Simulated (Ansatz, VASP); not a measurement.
ZnO (zincite): VASP beside Ansatz

```
Zn O
1.0
     3.38535    0.00000    0.00000
    -1.69267    2.93180    0.00000
     0.00000    0.00000    5.46414
Zn O
2 2
Direct
  0.33333 0.66667 0.49997
  0.66667 0.33333 0.99997
  0.66667 0.33333 0.37904
  0.33333 0.66667 0.87904
```

Alike in both runs: functional PBE; k mesh 9 × 9 × 6; occupations gaussian, width 0.02 eV; no spin polarisation.

Ansatz relaxed the structure, and its values are those at the end. VASP's run is a single point on that final structure, the one shown.

```csv
,VASP,Ansatz
version,VASP 6.6.1,Ansatz 0.2.0
potentials or method,"VASP PAW PBE potentials, release 64 (Zn, O)","scalar-relativistic, plane waves, PAW"
plane-wave cutoff (eV),520,420
valence electrons in the cell,36,36
```

|  | VASP | Ansatz | Ansatz less VASP |
| --- | --- | --- | --- |
| gap on the k mesh at the Fermi level (eV) | 0.58 | 0.60 | +0.016 |
| least direct gap on the mesh (eV) | 0.58 | 0.60 | +0.016 |
| pressure (GPa) | -9.3 | -10.0 | -0.62 |

With one functional, cell and mesh, what is left measures potentials, basis and numerics.

As with any semilocal functional, this PBE gap is likely too small.
